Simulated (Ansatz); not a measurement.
Level of theory: Ansatz 0.2.0, DFT PBE, scalar-relativistic, plane waves, PAW. All cells share a 420 eV cutoff and Γ-centred k meshes spaced at most about 0.3 Å⁻¹ (about 0.25 or finer for metals, 2π included). No spin polarisation.

These are static total energies at zero pressure.

Compare these two cells of SnO, each relaxed at this level.

A.

```xyz
4
Lattice="3.4244 0.0000 0.0000 -1.7122 2.9656 0.0000 0.0000 0.0000 6.3824" Properties=species:S:1:pos:R:3 pbc="T T T"
Sn    0.0000    1.9771    1.5956
Sn    1.7122    0.9885    4.7868
O     0.0000    0.0000    0.0000
O     0.0000    0.0000    3.1912
```

B.

```xyz
4
Lattice="3.3604 0.0000 0.0000 -1.6802 2.9102 0.0000 0.0000 0.0000 9.2160" Properties=species:S:1:pos:R:3 pbc="T T T"
Sn    0.0000    1.9401    3.5033
Sn    1.6802    0.9701    8.1113
O     0.0000    1.9401    9.1516
O     1.6802    0.9701    4.5435
```

Question: Which form is favoured at zero pressure, and by what margin per atom?

Answer: B is lower, by 178 meV/atom. A has the anti-nickel arsenide type, space group P6_3/mmc (No. 194), 16.2 Å³/atom and no gap on its mesh; B has space group P6_3mc (No. 186), 22.5 Å³/atom and a gap of 1.49 eV. Counting O atoms around Sn (those within 1.25 times the shortest such distance or 1.15 times the sum of covalent radii; the shortest distance is added where it is long for a bond), A has Sn 6 from 2.5 Å and B has Sn 3. In A, around Sn lie 6 O at 2.54 Å; O has 6 Sn at 2.54 Å. In B, around Sn lie 3 O at 2.20 Å; O has 3 Sn at 2.20 Å. Both come from invented guesses. The lowest form computed isn't among them: it has the litharge type, space group P4/nmm (No. 129), 19.0 Å³/atom, is reached from a Materials Project cell and lies 0.31 eV/atom below the best shown.

Weakly bound directions are ill-defined at this level, which has no dispersion term (P6_3mc), and this can change margins and order among such cells. Kohn–Sham gaps at this level usually fall short of measured ones. The zero gap of P6_3/mmc may come from the functional, which often closes small gaps. Cells relaxed within their symmetry can be saddle points. Some candidate types were left out of the draw beforehand, so a known form may be missing.
